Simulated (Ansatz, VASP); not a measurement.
# GaAs3: VASP beside Ansatz

```xyz
4
Lattice="0.0000 3.4368 3.4368 3.4368 0.0000 3.4368 3.4368 3.4368 0.0000" Properties=species:S:1:pos:R:3 pbc="T T T"
Ga    0.0000    0.0000    0.0000
As    1.7184    1.7184    1.7184
As    5.1552    5.1552    5.1552
As    3.4368    3.4368    3.4368
```

Alike in both runs: task single point; functional PBE; k mesh 10 × 10 × 10; occupations gaussian, width 0.1 eV; no spin polarisation.

```csv
,VASP,Ansatz
version,VASP 6.6.1,Ansatz 0.2.0
potentials or method,"VASP PAW PBE potentials, release 64 (Ga_d, As)","scalar-relativistic, plane waves, PAW"
plane-wave cutoff (eV),520,420
valence electrons in the cell,28,58
```

|  | VASP | Ansatz | Ansatz less VASP |
| --- | --- | --- | --- |
| gap on the k mesh at the Fermi level (eV) | none | none | - |
| pressure (GPa) | -4.0 | -4.0 | -0.04 |

A gap of «none» marks a metal or a gap that the smearing closes. The functional is the same, so the differences come from potentials, cutoffs and numerics. The two sets of potentials don't hold the same shells in valence.
